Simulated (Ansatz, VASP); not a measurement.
# Cross-check of GaSi53N72 (Ga_Si) between VASP and Ansatz

Aim: how closely do two programs agree when they are given the same cell, functional and k mesh? The cell is taken from a series of runs on this material, whose earlier steps may have relaxed, scaled, displaced or heated it; both programs get it as it stands.

Program: Ansatz 0.2.0. Level of theory: plane waves, with VASP 6.6.1 beside it; single point at PBEsol. Results are calculated unless marked as measured.

## 1. Starting point

The cell holds 126 atoms: 53 Si, 72 N and 1 Ga. Its edges and angles: a = 13.206 Å, b = 13.206 Å, c = 8.731 Å, α = 90.0°, β = 90.0°, γ = 120.0°. It derives from Si3N4 (Si3N4 (P6_3/m)). Nearest the centre at fractional (0.353, 0.473, 0.583): Ga126 at 0.03 Å, N84 at 1.85 Å, N79 at 1.87 Å, N112 at 1.88 Å, N88 at 1.88 Å, Si37 at 2.92 Å, Si2 at 2.92 Å, Si31 at 3.03 Å.

## 2. Ansatz: single point, PBEsol

Ansatz runs on its PAW soft_1 files.

A single point gives forces, pressure and levels at one fixed geometry, so differences don't come from the geometry; what else differs is listed under the comparison.

input.yaml reads:

```yaml
crystal:
  checkpoint: "../qm1.relax.run"
  host: checkpoint
basis:
  ecutwfc: 420
  xc_grid: 2
hamiltonian:
  xc: pbesol
  pseudopotentials: { kind: paw, azcp: { folder: soft_1 }, xc_functional: pbe }
kpoints:
  mp_grid: { grid: [2, 2, 2], shift: [0.5, 0.5, 0.5] }
scf:
  occupations: { method: fermi_dirac, width: 0.01 }
  max_iter: 100
output:
  forces: true
  eigenvalues: true
  charged_corrections: { defect_position: [0.352834, 0.473222, 0.583333] }
checkpoint:
  read: "../qm1.relax.run"
  write: "../qm1.point_neutral.run"
  compress: false
  write_wavefunctions: false
  write_every: 100000
magnetization:
  spin_polarized: true
  initial_magnetization: 1
  spin_locking: { lock_magnetization: hard }
```

Command:

```
$ ansatz run input.yaml --threads 4 --pin off --max-ram 15073MiB --backend cpu --events-out ev --progress --plain --runs-dir out
```

Numbers of over 12 decimals in the logs are rounded to 6 here.

The log of the run:

```text
checkpoint.read: neither the saved density nor the saved orbitals are used: the state is of another total charge, and does not settle where this run's electrons and spins go. The run starts from its atoms. Which states do: the manual's quickstart, A charge series.
crystal.checkpoint: the structure is that of <dir>, a `relax` run, at its step 7: its result, under pbesol at a charge of -1 e; 126 atoms read, 0 with a starting moment; this deck's charge is 0 e; no density is read with it (checkpoint.read); crystal.structure_sha256 for this input is
Engine: ansatz 0.2.0, x86_64-unknown-linux-gnu
Pseudopotentials: kind: paw
Pseudopotential: Si, paw, valence charge 4, recommended cutoff 420 eV (normal), soft_1/Si.paw.azcp
Pseudopotential: N, paw, valence charge 5, recommended cutoff 420 eV (normal), soft_1/N.paw.azcp
Pseudopotential: Ga, paw, valence charge 13, recommended cutoff 420 eV (normal), soft_1/Ga.paw.azcp
Functional definition: PBEsol
  exchange = pbesol_x
  correlation = pbesol_c
Crystal: 126 atoms, lattice volume = 1318.628 Å³
Basis set: ecut = 420 eV, 25805 PW (Γ), exchange–correlation on 180×180×120 points (8 copies of the dense FFT grid, shifted against one another)
Bands: 419, of which v1, the nominal top of the filled ones, is band 293 counted from 1 (292 counted from 0)
Symmetry: 1 space group operations
Space group: P1 (ITA 1), of the structure as read, at distance tolerance 1.1e-4 Å
Magnetic group: BNS 1.1 (UNI 1), of the structure as read, at distance tolerance 1.1e-4 Å
k-points: 4 of 8 (time reversal used)
Non-local potential: Si, projectors of the file, l = 0: 2, l = 1: 2, l = 2: 1
Non-local potential: N, projectors of the file, l = 0: 2, l = 1: 2, l = 2: 1
Non-local potential: Ga, projectors of the file, l = 0: 2, l = 1: 2, l = 2: 3, l = 3: 1
PAW form: soft (Blöchl's): semilocal exchange-correlation on the pseudo side does not see the compensation charge
PAW frozen core: Si, regenerated for the run's functional, and the local potential with it (the file was generated under x = pbe(κ = 0.804, μ = 0.219515), c = pbe(β = 0.066725))
PAW frozen core: N, regenerated for the run's functional, and the local potential with it (the file was generated under x = pbe(κ = 0.804, μ = 0.219515), c = pbe(β = 0.066725))
PAW frozen core: Ga, regenerated for the run's functional, and the local potential with it (the file was generated under x = pbe(κ = 0.804, μ = 0.219515), c = pbe(β = 0.066725))
PAW one-centre angular grid: Si, 110 points (default); XC on 64 Gauss nodes
PAW one-centre angular grid: N, 110 points (default); XC on 64 Gauss nodes
PAW one-centre angular grid: Ga, 590 points (default); XC on 64 Gauss nodes
Initial density: superposition of atomic densities (chi_scale 0.1, normalization cell, long waves kept (reshape's long-wave potential 0.29 eV rms))
Starting moments: Σ|m| = 1 μB on 126 of 126 sites
Initial wavefunctions: pseudopotential atomic-orbital guess
Functional: x = pbesol(κ = 0.804, μ = 0.123457), c = pbesol(β = 0.046)
SCF iter   1: F=—  HF=-64177.898308 eV  |F-HF|=—  |Δ(HF+E_count)|=         —  Δρ=7.39e-2 (↑7.39e-2 ↓7.32e-2)  dr2=3.01e2  dr2_m=1.19e-2  M=1.000 μB ∫|m|=1.005 μB  β_m=0.30  ethr=3.10e-3  ⟨swp⟩=6.0  Hψ=15160  notcnv=0  defer=358
preconditioner: auto → Resta (q_TF=auto, 2.383 Å⁻¹)  ε∞=3.6  [insulator: Δε(μ)=0.051 eV  Ē_g=15.456 eV  σ=0.010 eV  W_gap=0.85  n_scr=282 (ndim 8)  ℏωp=24.7 eV  f_vac=0.011  D(μ)=7.13/eV (n_scr^D=26)  ε∞_Penn≈3.6]
spin=Collinear: Resta preconditioning applied to the charge; magnetization (m = ρ↑ − ρ↓) channel mixes plain (no charge-response kernel on spin).
SCF iter   2: F=—  HF=-64105.380512 eV  |F-HF|=—  |Δ(HF+E_count)|=    7.25e1  Δρ=3.79e-2 (↑3.79e-2 ↓3.75e-2)  dr2=7.74e1  dr2_m=4.54e-3  M=1.000 μB ∫|m|=1.012 μB  β_m=0.44  ethr=3.10e-3  ⟨swp⟩=3.0  Hψ=6280  notcnv=0  defer=956
SCF iter   3: F=—  HF=-64083.376736 eV  |F-HF|=—  |Δ(HF+E_count)|=    2.20e1  Δρ=1.39e-2 (↑1.38e-2 ↓1.39e-2)  dr2=5.51e0  dr2_m=8.43e-3  M=1.000 μB ∫|m|=1.054 μB  β_m=0.69  ethr=3.10e-3  ⟨swp⟩=3.5  Hψ=8696  notcnv=0  defer=968
SCF iter   4: F=—  HF=-64082.550038 eV  |F-HF|=—  |Δ(HF+E_count)|=   8.27e-1  Δρ=3.89e-3 (↑2.70e-3 ↓3.89e-3)  dr2=7.66e-1  dr2_m=1.06e-2  M=1.000 μB ∫|m|=1.094 μB  β_m=0.59  ethr=9.42e-4  ⟨swp⟩=3.5  Hψ=4238  notcnv=0  defer=968
SCF iter   5: F=—  HF=-64082.445375 eV  |F-HF|=—  |Δ(HF+E_count)|=   1.05e-1  Δρ=1.21e-3 (↑1.07e-3 ↓1.21e-3)  dr2=6.05e-2  dr2_m=6.23e-4  M=1.000 μB ∫|m|=1.089 μB  β_m=0.72  ethr=1.31e-4  ⟨swp⟩=3.5  Hψ=4290  notcnv=0  defer=968
SCF iter   6: F=—  HF=-64082.471790 eV  |F-HF|=—  |Δ(HF+E_count)|=   2.64e-2  Δρ=6.18e-4 (↑4.28e-4 ↓6.18e-4)  dr2=1.85e-2  dr2_m=3.88e-4  M=1.000 μB ∫|m|=1.090 μB  β_m=0.83  ethr=1.03e-5  ⟨swp⟩=2.5  Hψ=5092  notcnv=0  defer=968
[...]
k-point 2 ↑: bands = [... 289 lower, 7.6773, 7.7369, 7.9801, 8.0113, 12.6837, 12.7801, 12.8632, 12.8926, ... 122 higher]
  k-point 3 ↓: bands = [... 289 lower, 7.7142, 7.8158, 8.0277, 8.0579, 12.6862, 12.7830, 12.8668, 12.8961, ... 122 higher]
```

Reading the cycles: dr2 is the Hartree energy of the density residual (eV), the measure of convergence; HF is the Harris–Foulkes estimate of the energy, which meets the free energy F at convergence.

## 3. VASP: single point, PBEsol

The same cell, functional, mesh and smearing now go to VASP, with its own data sets.

Lines of VASP's logs that name or quote its potential files are left out, and so is its time.

INCAR reads:

```
SYSTEM = GaSi53N72
PREC = Accurate
ENCUT = 520
EDIFF = 1E-06
NELM = 200
ISMEAR = -1
SIGMA = 0.01
LREAL = Auto
ALGO = Normal
GGA = PS
NBANDS = 384
ISPIN = 2
MAGMOM = -0 -0 -0 -0 -0 -0 -0 -0 -0 -0 -0 -0 -0 -0 -0 -0 -0 -0 -0 -0 -0 -0 -0 -0 -0 -0 -0 -0 -0 -0 -0 -0 -0 -0 -0 -0 -0 -0 -0 -0 -0 -0 -0 -0 -0 -0 -0 -0 -0 -0 -0 -0 -0 0.01 0.02 0.01 0.02 0.01 0.01 0.01 0.01 0.01 0.01 0.01 0.01 0.01 0.01 0.01 0.01 0.01 0.01 0.01 0.01 0.01 0.01 0.01 0.01 0.01 0.05 0.01 0.01 0.01 0.01 0.02 0.01 0.01 0.01 0.02 0.01 0.01 0.01 0.01 0.01 0.01 0.01 0.01 0.01 0.01 0.01 0.01 0.01 0.01 0.02 0.01 0.01 0.01 0.01 0.01 0.01 0.01 0.01 0.02 0.01 0.01 0.01 0.01 0.01 0.01 0.01 0.01 0.01 0.01 0.01 0.01 0.01 0
LORBIT = 11
LWAVE = .FALSE.
LCHARG = .FALSE.
ISIF = 2
ISYM = 0
NUPDOWN = 1
LASPH = .TRUE.
GGA_COMPAT = .FALSE.
KPAR = 4
```

POSCAR reads:

```
GaSi53N72
1.0
   11.4366858822      6.6029736727      0.0000000000
  -11.4366858822      6.6029736727      0.0000000000
    0.0000000000      0.0000000000      8.7307673276
Si N Ga
53 72 1
Direct
    0.0192485123      0.8061379258      0.2493339549
    0.3531239920      0.4750282294      0.2493343871
[... 7 atom lines left out ...]
    0.1936101956      0.2135918439      0.2506409004
[... 3 atom lines left out ...]
    0.4533863144      0.3138887909      0.2503888263
[... 7 atom lines left out ...]
    0.5481425969      0.6876783960      0.4142727176
[... 1 atom line left out ...]
    0.1376496008      0.4528531689      0.4172103076
[... 2 atom lines left out ...]
    0.1927182343      0.2100578300      0.5832952666
    0.5267947763      0.8784517545      0.5832879186
[... 1 atom line left out ...]
    0.1193712326      0.6458285330      0.5832845131
    0.4534968013      0.3114709377      0.5832937627
[... 2 atom lines left out ...]
    0.6461293505      0.5271807346      0.4168238985
    0.9800583238      0.1935091407      0.4163905341
[... 1 atom line left out ...]
    0.3531260660      0.4750201964      0.9172301570
[... 2 atom lines left out ...]
    0.5481343834      0.6876741345      0.7522727763
[... 1 atom line left out ...]
    0.1376442285      0.4528538062      0.7493392723
[... 2 atom lines left out ...]
    0.1936127133      0.2135877476      0.9159505441
[... 3 atom lines left out ...]
    0.4533846062      0.3138886588      0.9161913026
[... 2 atom lines left out ...]
    0.6461193486      0.5271839858      0.7497537540
    0.9800589771      0.1935062089      0.7501793107
[... 1 atom line left out ...]
    0.3332999882      0.3339229058      0.2494664938
[... 4 atom lines left out ...]
    0.2116812129      0.4551869044      0.2502133547
[... 3 atom lines left out ...]
    0.4223720122      0.5484038380      0.0832831234
[... 5 atom lines left out ...]
    0.5487271801      0.7614825071      0.2483298810
[... 5 atom lines left out ...]
    0.5769068763      0.4527118312      0.2498031849
[... 2 atom lines left out ...]
    0.3315780705      0.3219998666      0.5833201710
[... 1 atom line left out ...]
    0.9972144705      0.3321122450      0.4139048552
[... 1 atom line left out ...]
    0.6689587963      0.6682220613      0.4170594976
    0.2041704806      0.4542733189      0.5832773395
[... 3 atom lines left out ...]
    0.4297692942      0.5522612826      0.4034344119
[... 1 atom line left out ...]
    0.1203171879      0.5756997498      0.4153617061
    0.4591253087      0.2427307993      0.4153480278
[... 1 atom line left out ...]
    0.2053234737      0.0845486752      0.5832893912
    0.5454486770      0.7575543061      0.5832764395
[... 1 atom line left out ...]
    0.1182204466      0.2080017548      0.4166863153
[... 3 atom lines left out ...]
    0.5758348016      0.4525993665      0.5832868529
[... 2 atom lines left out ...]
    0.3333001340      0.3339186005      0.9171530071
[... 1 atom line left out ...]
    0.9972139553      0.3321091572      0.7526092947
[... 1 atom line left out ...]
    0.6689596913      0.6682281404      0.7494758432
    0.2116851011      0.4551851562      0.9163276672
[... 3 atom lines left out ...]
    0.4297902874      0.5522417668      0.7631418736
[... 1 atom line left out ...]
    0.1203246417      0.5757066923      0.7512040744
    0.4591238706      0.2427272997      0.7512273082
[... 2 atom lines left out ...]
    0.5487147010      0.7614729428      0.9182162150
[... 1 atom line left out ...]
    0.1182202673      0.2080003156      0.7499067833
[... 3 atom lines left out ...]
    0.5769095977      0.4527097900      0.9167722233
[... 1 atom line left out ...]
    0.3554323744      0.4740502213      0.5832865137
```

KPOINTS reads:

```
Points of the shifted mesh
8
Reciprocal
 0.2500000000  0.2500000000  0.2500000000 1
 0.2500000000  0.2500000000  0.7500000000 1
 0.2500000000  0.7500000000  0.2500000000 1
 0.2500000000  0.7500000000  0.7500000000 1
 0.7500000000  0.2500000000  0.2500000000 1
 0.7500000000  0.2500000000  0.7500000000 1
 0.7500000000  0.7500000000  0.2500000000 1
 0.7500000000  0.7500000000  0.7500000000 1
```

Potentials, in the order of the species: Si, N and Ga_d (PBE family, release 64).

Command:

```
$ mpirun -np 16 vasp_std
```

The log of the run:

```text
[banner, memory and clock lines left out]
running   16 mpi-ranks, on    1 nodes
[...]
|                                                                             |
|           W    W    AA    RRRRR   N    N  II  N    N   GGGG   !!!           |
|           W    W   A  A   R    R  NN   N  II  NN   N  G    G  !!!           |
|           W    W  A    A  R    R  N N  N  II  N N  N  G       !!!           |
|           W WW W  AAAAAA  RRRRR   N  N N  II  N  N N  G  GGG   !            |
|           WW  WW  A    A  R   R   N   NN  II  N   NN  G    G                |
|           W    W  A    A  R    R  N    N  II  N    N   GGGG   !!!           |
|                                                                             |
|     For optimal performance we recommend to set                             |
|       NCORE = 2 up to number-of-cores-per-socket                            |
|     NCORE specifies how many cores store one orbital (NPAR=cpu/NCORE).      |
|     This setting can greatly improve the performance of VASP for DFT.       |
[...]
|                                                                             |
|     You enforced a specific xc type in the INCAR file but a different       |
|     [... a line on the potential file left out ...]
|     I HOPE YOU KNOW WHAT YOU ARE DOING!                                     |
|                                                                             |

 LDA part: xc-table for (Slater+PW92), standard interpolation
 POSCAR, INCAR and KPOINTS ok, starting setup
[...]
entering main loop
       N       E                     dE             d eps       ncg     rms          rms(c)
DAV:   1     0.359619364184E+04    0.35962E+04   -0.27677E+05 12344   0.146E+03
DAV:   2    -0.791094858885E+03   -0.43873E+04   -0.41404E+04 15504   0.340E+02
DAV:   3    -0.120138931622E+04   -0.41029E+03   -0.40430E+03 14752   0.116E+02
DAV:   4    -0.121866287874E+04   -0.17274E+02   -0.17196E+02 16984   0.253E+01
[...]
DAV:  18    -0.107752618053E+04   -0.81047E-05   -0.88458E-06 14096   0.481E-03    0.490E-03
DAV:  19    -0.107752618245E+04   -0.19201E-05   -0.17750E-06 10256   0.252E-03    0.300E-03
DAV:  20    -0.107752618329E+04   -0.83417E-06   -0.83452E-07 10168   0.170E-03
   1 F= -.10775262E+04 E0= -.10775250E+04  d E =-.242690E-02  mag=     1.0000
```

Parts of OUTCAR (step 3):

```text
 magnetization (x)
# of ion       s       p       d       tot
------------------------------------------
    1       -0.000  -0.000   0.000  -0.001
    2       -0.000  -0.001   0.000  -0.001
    3       -0.000  -0.000   0.000  -0.001
    4       -0.000  -0.000   0.000  -0.000
    5       -0.000  -0.001   0.000  -0.001
    6       -0.000  -0.000   0.000  -0.001
[...]
124        0.000   0.010   0.000   0.010
  125        0.000   0.009   0.000   0.009
  126       -0.001  -0.002   0.002  -0.001
--------------------------------------------------
tot          0.007   0.713   0.002   0.722
```

The PAW data sets were made with PBE, which is usual practice but a small mismatch for other functionals.

## 4. Side by side

Known differences besides the potentials themselves: VASP starts from the moments at which Ansatz ended; the cutoff is 420 eV in Ansatz and 520 eV in VASP (PREC = Accurate, projectors in real space); Ansatz makes its cores anew for this functional, VASP keeps those of its PBE data sets; site moments are counted in spheres of each program's own size. Total energies have different zeros and are not compared.

Both answers:

```csv
quantity,Ansatz,VASP,difference
"total moment, fixed by the input (μB)",1.00,1.00,0.00
moment on N79 (μB),0.05,0.06,-0.01
```

Forces on 9 of the 126 atoms, those with the largest forces and the largest differences (eV/Å; atoms numbered as in POSCAR):

```csv
atom,"Ansatz x, y, z","VASP x, y, z"
Si10,"0.041, -0.198, -0.045","0.043, -0.203, -0.046"
Si14,"0.182, 0.058, -0.040","0.183, 0.060, -0.039"
Si27,"0.002, -0.429, 0.001","-0.002, -0.449, 0.001"
Si31,"0.382, 0.184, -0.001","0.396, 0.199, -0.002"
Si45,"0.040, -0.199, 0.044","0.043, -0.205, 0.044"
Si49,"0.183, 0.059, 0.040","0.187, 0.061, 0.041"
N79,"-0.132, 0.079, -0.001","-0.175, 0.111, -0.001"
N84,"0.086, 0.010, 0.000","0.132, 0.042, 0.000"
N88,"0.044, -0.112, 0.064","0.046, -0.135, 0.107"
```

The forces differ by 6.4 meV/Å r.m.s., which is 10.3 % of the r.m.s. force of 0.062 eV/Å (both taken over all components).

## 5. Summary of results

```json
{
  "r.m.s. force difference (single point, PBEsol)": "6.4 meV/Å"
}
```

**Reading.** The r.m.s. force difference is 6.4 meV/Å (single point, PBEsol), within the 12 meV/Å picked in this series as the mark of a large difference. Such differences can come from data sets, numerical settings and the points named under the comparisons, not from the functional's error against experiment.

[Lines on the potential files, build, host, timing and source positions are cut from VASP's logs without a mark.]

[Logs are printed without paths, hosts, clocks, repeated set-up lines and the standing remarks that a program may print on its own settings, such as how far it seeks lower states.]

[Hosts, paths, dates, database ids (printed as entryN), source tags and the programs' standing remarks are cut or masked in the printed files.]
